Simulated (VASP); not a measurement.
# Pd (Im-3m) in VASP: a series of runs

One crystal, Pd, is run at these levels: PBEsol; tasks: relaxation of cell and atoms, single point.

Program: VASP 6.6.1. These are calculated values, not measurements. Logs are shortened: lines on timing, memory, paths and dates and some standing lists are left out, and cuts for length are marked.

**1. Starting point**

Symmetry: Im-3m, No. 229, cubic system. The conventional cell has a = 3.080 Å, b = 3.080 Å, c = 3.080 Å, α = 90.00°, β = 90.00°, γ = 90.00°. Around Pd (site symmetry m-3m) lie 8 Pd at 2.67 Å.

The cell was built by a generator and needn't be a form met in nature.

**2. Relaxation of cell and atoms, PBEsol**

File INCAR:

```
SYSTEM = Pd
PREC = Accurate
ENCUT = 600
EDIFF = 1E-6
ISMEAR = 0
SIGMA = 0.1
LREAL = .FALSE.
LASPH = .TRUE.
NELM = 100
ALGO = Normal
ISIF = 3
LWAVE = .FALSE.
LCHARG = .FALSE.
GGA = PS
IBRION = 2
NSW = 90
EDIFFG = -0.04
```

File KPOINTS:

```
Automatic mesh
0
G
  8 8 8
  0 0 0
```

File POSCAR:

```
Pd
1.0
   -1.5398882166      1.5398882166      1.5398882166
    1.5398882166     -1.5398882166      1.5398882166
    1.5398882166      1.5398882166     -1.5398882166
Pd
1
Direct
    0.0000000000      0.0000000000      0.0000000000
```

Potentials or basis: VASP PAW PBE potentials, release 64 (Pd).

Started as:

```bash
$ cat potpaw_PBE.64/Pd/POTCAR > POTCAR
$ mpirun -np 1 vasp_std > vasp.out
```

OUTCAR:

```text
SYSTEM = Pd
   PREC = Accurate
   ENCUT = 600
   EDIFF = 1E-6
   ISMEAR = 0
   LREAL = .FALSE.
   LASPH = .TRUE.
   NELM = 100
   ISIF = 3
   GGA = PS
   IBRION = 2
   NSW = 90
   EDIFFG = -0.04

 ion  position               nearest neighbor table
   1  0.000  0.000  0.000-

  LATTYP: Found a body centered cubic cell.
 ALAT       =     3.0797764332

  Lattice vectors:

 A1 = (  -1.5398882166,   1.5398882166,   1.5398882166)
 A2 = (   1.5398882166,  -1.5398882166,   1.5398882166)
 A3 = (   1.5398882166,   1.5398882166,  -1.5398882166)

Analysis of symmetry for initial positions (statically):
=====================================================================
 Subroutine PRICEL returns:
 Original cell was already a primitive cell.

 Routine SETGRP: Setting up the symmetry group for a
 body centered cubic supercell.

 Subroutine GETGRP returns: Found 48 space group operations
 (whereof 48 operations were pure point group operations)
 out of a pool of 48 trial point group operations.

The static configuration has the point symmetry O_h .

Analysis of symmetry for dynamics (positions and initial velocities):
=====================================================================
 Subroutine PRICEL returns:
 Original cell was already a primitive cell.

 Routine SETGRP: Setting up the symmetry group for a
 body centered cubic supercell.

 Subroutine GETGRP returns: Found 48 space group operations
 (whereof 48 operations were pure point group operations)
 out of a pool of 48 trial point group operations.

The dynamic configuration has the point symmetry O_h .

 Subroutine INISYM returns: Found 48 space group operations
 (whereof 48 operations are pure point group operations),
 and found     1 'primitive' translations

----------------------------------------------------------------------------------------

                                     Primitive cell

  volume of cell :      14.6059

  direct lattice vectors                    reciprocal lattice vectors
    -1.539888217  1.539888217  1.539888217     0.000000000  0.324698893  0.324698893
     1.539888217 -1.539888217  1.539888217     0.324698893  0.000000000  0.324698893
     1.539888217  1.539888217 -1.539888217     0.324698893  0.324698893  0.000000000

  length of vectors
[... 93 lines left out ...]
   EMIN   =  10.00;   EMAX   =-10.00  energy-range for DOS
   EFERMI =   0.00;   METHOD = LEGACY
   ISMEAR =     0;   SIGMA  =   0.10  broadening in eV -4-tet -1-fermi 0-gaus
   EFERMI_NEDOS =   21; number of points for ismear=-14 and -15
   IALGO  =     38    algorithm
   IMIX   =      4    mixing-type and parameters
     AMIX     =   0.40;   BMIX     =  1.00
     AMIX_MAG =   1.60;   BMIX_MAG =  1.00
  volume/ion in A,a.u.               =      14.61        98.57
  Fermi-wavevector in a.u.,A,eV,Ry     =   1.442887  2.726661 28.326279  2.081923
  Thomas-Fermi vector in A             =   2.561357
   LORBIT       =      0    0 simple, 1 ext, 2 COOP (PROOUT), +10 PAW based schemes
   GGA     = PS    functional components
   LHFCALC =     F    Hartree Fock is set to
   AEXX    =    0.0000 exact exchange contribution
   IVDW    =     0    specifies the selected vdW correction
   LEPSILON=     F    determine dielectric tensor
   LRPA    =     F    only Hartree local field effects (RPA)
 conjugate gradient relaxation of ions
 non-spin polarized calculation
 Gauss-broadening in eV      SIGMA  =   0.10
  energy-cutoff  :      600.00
  volume of cell :       14.61
 maximum number of plane-waves:       496
 NGX is ok and might be reduce to    24
   NGX = 11   NGY = 11   NGZ = 11

--------------------------------------- Ionic step        1  -------------------------------------------

 number of electron      10.0000000 magnetization

 number of electron       9.9999998 magnetization

 Free energy of the ion-electron system (eV)
  ---------------------------------------------------
  ext. energy  EPLUGINS =         0.00000000
  ---------------------------------------------------
  free energy    TOTEN  =        -5.88654615 eV

  energy without entropy =       -5.87666626  energy(sigma->0) =       -5.88160621

------------------------ aborting loop because EDIFF is reached ----------------------------------------

  FORCE on cell =-STRESS in cart. coord.  units (eV):
  Direction    XX          YY          ZZ          XY          YZ          ZX
  --------------------------------------------------------------------------------------
  -------------------------------------------------------------------------------------
  Total        0.0833055      0.0833055      0.0833055      0.0000000     -0.0000000      0.0000000
  in kB        9.1381194      9.1381194      9.1381194      0.0000000     -0.0000000      0.0000000
  external PRESSURE =       9.1381194 kB  Pullay stress =       0.0000000 kB
[... 57 lines left out ...]
--------------------------------------- Ionic step        3  -------------------------------------------

 number of electron       9.9999998 magnetization

 Free energy of the ion-electron system (eV)
  ---------------------------------------------------
  ext. energy  EPLUGINS =         0.00000000
  ---------------------------------------------------
  free energy    TOTEN  =        -5.88673077 eV

  energy without entropy =       -5.87683414  energy(sigma->0) =       -5.88178245

 E-fermi :   9.6805     XC(G=0): -13.4076

 val. band max:        9.6762764898   @ k =  -0.3750   0.5000   0.1250
 cond. band min:       9.7148671686   @ k =  -0.3750   0.5000   0.2500
 fundamental gap:      0.0385906789
 Fermi energy:         9.6804668280

 k-point     1 :       0.0000    0.0000    0.0000
  band No.  band energies     occupation
      1       2.4369      2.00000
      2       6.7106      2.00000
      3       6.7106      2.00000
      4       6.7106      2.00000
      5       8.7536      2.00000
      6       8.7536      2.00000
      7      29.0435      0.00000
      8      29.0435      0.00000
      9      29.0435      0.00000
[... 265 lines left out ...]
 k-point    24 :      -0.3750    0.3750    0.2500
  band No.  band energies     occupation
      1       5.4207      2.00000
      2       5.8255      2.00000
      3       7.3615      2.00000
      4       7.9632      2.00000
      5       9.3998      1.99993
      6      12.6281      0.00000
      7      21.6837      0.00000
      8      24.1607      0.00000
      9      26.5925      0.00000

 [... further k-points ...]
[... 5 lines left out ...]
  --------------------------------------------------------------------------------------
  -------------------------------------------------------------------------------------
  Total       -0.0034371     -0.0034371     -0.0034371     -0.0000000     -0.0000000      0.0000000
  in kB       -0.3753530     -0.3753530     -0.3753530     -0.0000000     -0.0000000      0.0000000
  external PRESSURE =      -0.3753530 kB  Pullay stress =       0.0000000 kB
[... 16 lines left out ...]
  FREE ENERGIE OF THE ION-ELECTRON SYSTEM (eV)
  ---------------------------------------------------
  free  energy   TOTEN  =        -5.8867307674 eV

  energy  without entropy=       -5.8768341385  energy(sigma->0) =       -5.88178245

 reached required accuracy - stopping structural energy minimisation
```

OSZICAR:

```text
N       E                     dE             d eps       ncg     rms          rms(c)
DAV:   1     0.403212587365E+02    0.40321E+02   -0.59644E+03   522   0.119E+03
DAV:   2    -0.588431967550E+01   -0.46206E+02   -0.45292E+02   556   0.204E+02
DAV:   3    -0.623766436707E+01   -0.35334E+00   -0.35104E+00   597   0.212E+01
[... 18 lines left out ...]
DAV:   1    -0.589360089412E+01   -0.73904E-02   -0.14224E-01   525   0.428E+00    0.566E-01
DAV:   2    -0.588678210215E+01    0.68188E-02   -0.33009E-02   523   0.168E+00    0.131E-01
DAV:   3    -0.588672136191E+01    0.60740E-04   -0.32663E-04   580   0.143E-01    0.770E-02
DAV:   4    -0.588673076522E+01   -0.94033E-05   -0.77778E-05   551   0.742E-02    0.550E-03
DAV:   5    -0.588673076735E+01   -0.21359E-08   -0.54733E-07   517   0.754E-03
   3 F= -.58867308E+01 E0= -.58817825E+01  d E =-.184616E-03
```

CONTCAR:

```text
Pd
   1.00000000000000
    -1.5421822457068284    1.5421822457068284    1.5421822457068284
     1.5421822457068284   -1.5421822457068284    1.5421822457068284
     1.5421822457068284    1.5421822457068284   -1.5421822457068284
  Pd
     1
Direct
     0.0000000000000000    0.0000000000000000    0.0000000000000000

  0.00000000E+00  0.00000000E+00  0.00000000E+00
```

Wall time 6.1 s (1 thread of AMD EPYC 9R45 (Zen 5), shared host); peak memory 0.11 GiB.

Results:

```yaml
Free_energy: -5.8867 eV
Relaxed_volume: 14.67 Å³/atom
Relaxed_cell: a = 2.671 Å, b = 2.671 Å, c = 2.671 Å, α = 109.47°, β = 109.47°, γ = 109.47°
Space_group_after_relaxing_to_0.05_Å: Im-3m (No. 229)
Energy_gained_by_relaxing: 0.2 meV/atom
Ionic_steps: 3
Pressure_after_relaxing: 0.0 GPa
Band_gap_on_the_k_mesh: none (metal or under the smearing width)
```

The path:
```tsv
step	energy change (eV)	largest force (eV/Å)	pressure (GPa)	volume (Å³)
1	0.0000	0.0000	0.91	14.61
2	0.0003	0.0000	-1.47	14.78
3	-0.0002	0.0000	-0.04	14.67
```

Final structure:
```
Pd
1.0
    -1.54218    1.54218    1.54218
     1.54218   -1.54218    1.54218
     1.54218    1.54218   -1.54218
Pd
1
Cartesian
  0.0000 0.0000 0.0000
```

Caveat: the k mesh is coarse (spacing up to 0.36 Å⁻¹), so the values aren't converged; the PAW data sets were made with another functional, which shifts forces and pressure a little.

**3. Single point, PBEsol**

This run uses another cell than the first one, of 14.67 Å³/atom, 1.004 times its volume.

File INCAR:

```
SYSTEM = Pd
PREC = Accurate
ENCUT = 520
EDIFF = 1E-6
ISMEAR = 0
SIGMA = 0.1
LREAL = .FALSE.
LASPH = .TRUE.
NELM = 100
ALGO = Fast
ISIF = 2
LWAVE = .FALSE.
LCHARG = .FALSE.
GGA = PS
NBANDS = 11
```

File KPOINTS:

```
Automatic mesh
0
G
  24 24 24
  0 0 0
```

File POSCAR:

```
Pd
1.0
   -1.5419933664      1.5419933664      1.5419933664
    1.5419933664     -1.5419933664      1.5419933664
    1.5419933664      1.5419933664     -1.5419933664
Pd
1
Direct
    0.0000000000      0.0000000000      0.0000000000
```

Potentials or basis: VASP PAW PBE potentials, release 64 (Pd).

Started as:

```bash
$ cat potpaw_PBE.64/Pd/POTCAR > POTCAR
$ mpirun -np 1 vasp_std > vasp.out
```

OUTCAR:

```text
SYSTEM = Pd
   PREC = Accurate
   ENCUT = 520
   EDIFF = 1E-6
   ISMEAR = 0
   LREAL = .FALSE.
   LASPH = .TRUE.
   NELM = 100
   ISIF = 2
   GGA = PS

 ion  position               nearest neighbor table
   1  0.000  0.000  0.000-

  LATTYP: Found a body centered cubic cell.
 ALAT       =     3.0839867328

  Lattice vectors:

 A1 = (  -1.5419933664,   1.5419933664,   1.5419933664)
 A2 = (   1.5419933664,  -1.5419933664,   1.5419933664)
 A3 = (   1.5419933664,   1.5419933664,  -1.5419933664)

[... 509 lines left out ...]
      3       8.6628      2.00000
      4       8.9130      2.00000
      5      10.0192      0.00001
      6      11.3614      0.00000
      7      17.7783      0.00000
      8      24.8097      0.00000
      9      27.3761      0.00000
     10      34.1886      0.00000
     11      35.7620      0.00000

 [... further k-points ...]
[... 5 lines left out ...]
  --------------------------------------------------------------------------------------
  -------------------------------------------------------------------------------------
  Total       -0.0378925     -0.0378925     -0.0378925      0.0000000      0.0000000     -0.0000000
  in kB       -4.1395780     -4.1395780     -4.1395780      0.0000000      0.0000000     -0.0000000
  external PRESSURE =      -4.1395780 kB  Pullay stress =       0.0000000 kB

 VOLUME and BASIS-vectors are now :
 -----------------------------------------------------------------------------
  energy-cutoff  :      520.00
  volume of cell :       14.67
      direct lattice vectors                 reciprocal lattice vectors
    -1.541993366  1.541993366  1.541993366     0.000000000  0.324255610  0.324255610
     1.541993366 -1.541993366  1.541993366     0.324255610  0.000000000  0.324255610
     1.541993366  1.541993366 -1.541993366     0.324255610  0.324255610  0.000000000

 POSITION                                       TOTAL-FORCE (eV/Angst)
 -----------------------------------------------------------------------------------
      0.00000      0.00000      0.00000        -0.000000     -0.000000      0.000000
 -----------------------------------------------------------------------------------
    total drift:                                0.000000     -0.000000     -0.000000

  FREE ENERGIE OF THE ION-ELECTRON SYSTEM (eV)
  ---------------------------------------------------
  free  energy   TOTEN  =        -5.9099089505 eV

  energy  without entropy=       -5.9033205931  energy(sigma->0) =       -5.90661477
```

stdout:

```text
POSCAR found type information on POSCAR Pd
 POSCAR found :  1 types and       1 ions
 scaLAPACK will be used
 -----------------------------------------------------------------------------
|                                                                             |
|                                                                             |
|     You enforced a specific xc type in the INCAR file but a different       |
|     I HOPE YOU KNOW WHAT YOU ARE DOING!                                     |
|                                                                             |
 -----------------------------------------------------------------------------

 LDA part: xc-table for (Slater+PW92), standard interpolation
 POSCAR, INCAR and KPOINTS ok, starting setup
 FFT: planning ... GRIDC
 FFT: planning ... GRID_SOFT
 FFT: planning ... GRID
 WAVECAR not read
 entering main loop
```

It took 28 s on 1 thread of AMD EPYC 9R45 (Zen 5), shared host; peak memory 0.15 GiB.

What came out:

- Free energy: -5.9099 eV
- Pressure: -0.4 GPa
- Band gap on the k mesh: none (metal or under the smearing width)

Caveat: the PAW data sets were made with another functional, which shifts forces and pressure a little.

**4. Relaxation of cell and atoms, PBEsol**

This run uses another cell than the first one, of 14.70 Å³/atom, 1.007 times its volume.

File INCAR:

```
SYSTEM = Pd
ALGO = Normal
EDIFF = 1E-7
EDIFFG = -0.01
ENCUT = 600
GGA = PS
IBRION = 2
ISIF = 3
ISMEAR = 0
LASPH = .TRUE.
LCHARG = .FALSE.
LREAL = .FALSE.
LWAVE = .FALSE.
NELM = 100
NSW = 100
PREC = Accurate
SIGMA = 0.1
```

File KPOINTS:

```
k-points
0
G
  24 24 24
  0 0 0
```

File POSCAR:

```
Pd
1.0
   -1.5432746588      1.5432746588      1.5432746588
    1.5432746588     -1.5432746588      1.5432746588
    1.5432746588      1.5432746588     -1.5432746588
Pd
1
Direct
    0.0000000000      0.0000000000      0.0000000000
```

Started as:

```bash
$ cat potpaw_PBE.64/Pd/POTCAR > POTCAR
$ mpirun -np 1 vasp_std > vasp.out
```

Run time: 60 s. Hardware: 1 thread of AMD EPYC 9R45 (Zen 5), shared host; peak memory 0.18 GiB.

Results (log left out):

```yaml
Free_energy: -5.9103 eV
Relaxed_volume: 14.64 Å³/atom
Relaxed_cell: a = 2.669 Å, b = 2.669 Å, c = 2.669 Å, α = 109.47°, β = 109.47°, γ = 109.47°
Space_group_after_relaxing_to_0.05_Å: Im-3m (No. 229)
Energy_gained_by_relaxing: 0.2 meV/atom
Ionic_steps: 3
Pressure_after_relaxing: 0.0 GPa
Band_gap_on_the_k_mesh: none (metal or under the smearing width)
```

The path:
| step | energy change (eV) | largest force (eV/Å) | pressure (GPa) | volume (Å³) |
| --- | --- | --- | --- | --- |
| 1 | 0.0000 | 0.0000 | -0.89 | 14.70 |
| 2 | 0.0003 | 0.0000 | 1.50 | 14.53 |
| 3 | -0.0002 | 0.0000 | 0.01 | 14.64 |

Final structure:
```
Pd
1.0
    -1.54095    1.54095    1.54095
     1.54095   -1.54095    1.54095
     1.54095    1.54095   -1.54095
Pd
1
Direct
  0.00000 0.00000 0.00000
```

Levels at points of the mesh, in eV from the Fermi level:
```tsv
k point	band 3	band 4	band 5	band 6	band 7	band 8
(0.00, 0.00, 0.00)	-3.01	-3.01	-0.96	-0.96	19.35	19.35
(0.50, 0.00, 0.00)	-1.03	-0.71	0.64	1.30	7.99	15.11
(0.50, 0.50, 0.50)	0.24	0.24	0.24	9.19	9.19	9.19
```

Caveat: the PAW data sets were made with another functional, which shifts forces and pressure a little.

**5. Summary**

```tsv
task	cell	k mesh	cutoff (eV)	mesh quality	gap on the mesh (eV)	pressure (GPa)	relaxed volume (Å³/atom)
relaxation of cell and atoms	relaxed	8 × 8 × 8	600	coarse	none	0.0	14.67
single point	Im-3m, 14.67 Å³/atom	24 × 24 × 24	520	not flagged	none	-0.4	-
relaxation of cell and atoms	relaxed	24 × 24 × 24	600	not flagged	none	0.0	14.64
```

Alike in all rows: level PBEsol; potentials or basis VASP PAW PBE potentials, release 64 (Pd); no spin polarisation; smearing gaussian 0.1 eV.

Caveats: some runs use coarse meshes; the PAW data sets were made with another functional, which shifts forces and pressure a little.

Total energies depend on the potentials used, so only differences within one code and one set of settings carry meaning.
